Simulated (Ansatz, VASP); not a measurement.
# Two plane-wave programs on SnSe

File INCAR:

```
SYSTEM = SnSe
PREC = Accurate
ENCUT = 520
EDIFF = 1E-6
ISMEAR = 0
SIGMA = 0.01
LREAL = .FALSE.
LASPH = .TRUE.
NELM = 60
ALGO = Normal
ISIF = 2
LWAVE = .FALSE.
LCHARG = .FALSE.
GGA = PS
NBANDS = 17
```

KPOINTS

```
Automatic mesh
0
G
  2 2 2
  0 0 0
```

Contents of POSCAR:

```
SnSe
1.0
    0.0000000000      3.0100000000      3.0100000000
    3.0100000000      0.0000000000      3.0100000000
    3.0100000000      3.0100000000      0.0000000000
Sn Se
1 1
Direct
    0.0000000000      0.0000000000      0.0000000000
    0.5000000000      0.5000000000      0.5000000000
```

Input for Ansatz:

```yaml
crystal:
  lattice:
    - [0.0, 3.01, 3.01]
    - [3.01, 0.0, 3.01]
    - [3.01, 3.01, 0.0]
  atoms:
    - { symbol: Sn, position: [0.0, 0.0, 0.0] }
    - { symbol: Se, position: [0.5, 0.5, 0.5] }
kpoints:
  mp_grid:
    grid: [2, 2, 2]
hamiltonian:
  xc: pbesol
  pseudopotentials:
    kind: paw
scf:
  occupations:
    method: fixed
output:
  stress: true
```

Measurements of this composition are mostly on another form, of space group No. 62.

Alike in both runs: task single point; functional PBEsol; k mesh 2 × 2 × 2; no spin polarisation.

|  | VASP | Ansatz |
| --- | --- | --- |
| version | VASP 6.6.1 | Ansatz 0.2.0 |
| potentials or method | VASP PAW PBE potentials, release 64 (Sn_d, Se) | plane waves, PAW |
| plane-wave cutoff (eV) | 520 | 420 |
| occupations | gaussian, width 0.01 eV | fixed |
| valence electrons in the cell | 20 | 30 |

Ansatz gave:

| Property | Result |
| --- | --- |
| pressure (GPa) | -3.4 |

Which values does VASP return?

Pressure (GPa): -3.3.

The two sets of potentials don't hold the same shells in valence.

Caveats: the k mesh is coarse (spacing up to 0.90 Å⁻¹), so the values aren't converged; the PAW data sets were made with another functional, which shifts forces and pressure a little (VASP). A k mesh can miss the band edges.
